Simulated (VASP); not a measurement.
## ZnSe in VASP 6.6.1, single-point calculation

INCAR

```
ISMEAR = -1
EDIFF = 1E-7
LREAL = .FALSE.
ENCUT = 520
LCHARG = .FALSE.
PREC = Accurate
ISIF = 2
NSW = 0
NBANDS = 10
MAXMIX = 10
NELM = 120
SIGMA = 0.02
LWAVE = .FALSE.
GGA = PE
IBRION = -1
LASPH = .TRUE.
```

KPOINTS

```
KPOINTS created by Atomic Simulation Environment
0
Gamma
8 8 8
0 0 0
```

POSCAR

```
Zn Se
 1.0000000000000000
     0.0000000000000000    2.8890690980999998    2.7651316567999999
     2.8890690980999998    0.0000000000000000    2.7651316567999999
     2.8890690980999998    2.8890690980999998    0.0000000000000000
 Zn  Se
   1   1
Cartesian
  0.0000000000000000  0.0000000000000000  0.0000000000000000
  1.4445345490499999  1.4445345490499999  1.3825658284000000
```

The recommended PBE PAW datasets give the neutral cell 18 valence electrons.

Command

```
mpirun -np 1 vasp_std
```

Task: How does this run end, and what does it give?

Result: It converged. Results: gap between bands v and c on the k mesh 1.13 eV; least direct gap on the k mesh 1.13 eV; pressure 1.4 GPa. Band v is the last that the valence electrons fill when counted band by band, and c is the next.

OSZICAR

```
N       E                     dE             d eps       ncg     rms          rms(c)
DAV:   1     0.886765203738E+02    0.88677E+02   -0.93421E+03  1180   0.206E+03
DAV:   2     0.136529822728E+01   -0.87311E+02   -0.84848E+02  1218   0.312E+02
DAV:   3    -0.611869661026E+01   -0.74840E+01   -0.74439E+01  1300   0.856E+01
DAV:   4    -0.630939315717E+01   -0.19070E+00   -0.19027E+00  1306   0.124E+01
DAV:   5    -0.631158440662E+01   -0.21912E-02   -0.21909E-02  1336   0.124E+00    0.463E+00
DAV:   6    -0.603469474302E+01    0.27689E+00   -0.97704E-01  1968   0.377E+01    0.360E+00
DAV:   7    -0.602121566444E+01    0.13479E-01   -0.29896E-01  1214   0.606E+00    0.146E+00
DAV:   8    -0.602146507700E+01   -0.24941E-03   -0.49754E-03  1296   0.901E-01    0.498E-01
DAV:   9    -0.602168755882E+01   -0.22248E-03   -0.13183E-03  1296   0.671E-01    0.717E-02
DAV:  10    -0.602173918746E+01   -0.51629E-04   -0.14382E-04  1340   0.257E-01    0.329E-02
DAV:  11    -0.602177936289E+01   -0.40175E-04   -0.67761E-05  1254   0.783E-02    0.715E-03
DAV:  12    -0.602177962997E+01   -0.26708E-06   -0.20738E-06  1822   0.249E-02    0.191E-03
DAV:  13    -0.602178010525E+01   -0.47528E-06   -0.15991E-06  1256   0.109E-02    0.140E-03
DAV:  14    -0.602178010217E+01    0.30857E-08   -0.83893E-08   800   0.578E-03
   1 F= -.60217801E+01 E0= -.60217801E+01  d E =-.811292E-11
```

For comparison, a separate PBE run of the intended cell, on usual settings and not on those above, gives a gap of 1.13 eV on its mesh and a pressure of 1.4 GPa.
